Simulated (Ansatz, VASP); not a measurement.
WC: VASP beside Ansatz

```
CELL_PARAMETERS angstrom
2.90000 0.00000 0.00000
-1.45000 2.51147 0.00000
0.00000 0.00000 2.83000
ATOMIC_POSITIONS crystal
W 0.00000 0.00000 0.00000
C 0.33333 0.66667 0.50000
```

The cell was built by a generator and needn't be a form met in nature.

Alike in both runs: task single point; functional PBE; k mesh 9 × 9 × 6; occupations gaussian, width 0.1 eV; no spin polarisation.

|  | VASP | Ansatz |
| --- | --- | --- |
| version | VASP 6.6.1 | Ansatz 0.2.0 |
| potentials or method | VASP PAW PBE potentials, release 64 (W_sv, C) | scalar-relativistic, plane waves, PAW |
| plane-wave cutoff (eV) | 520 | 420 |
| valence electrons in the cell | 18 | 18 |

|  | VASP | Ansatz | Ansatz less VASP |
| --- | --- | --- | --- |
| gap on the k mesh at the Fermi level (eV) | none | none | - |
| pressure (GPa) | 9.8 | 8.7 | -1.09 |
| largest component of the traceless stress (GPa) | 0.72 | 0.91 | +0.198 |

A gap of «none» marks a metal or a gap that the smearing closes.

Caveats: the k mesh is coarse (spacing up to 0.37 Å⁻¹), so the values aren't converged. The runs have no spin-orbit coupling, so splittings on W are missing.
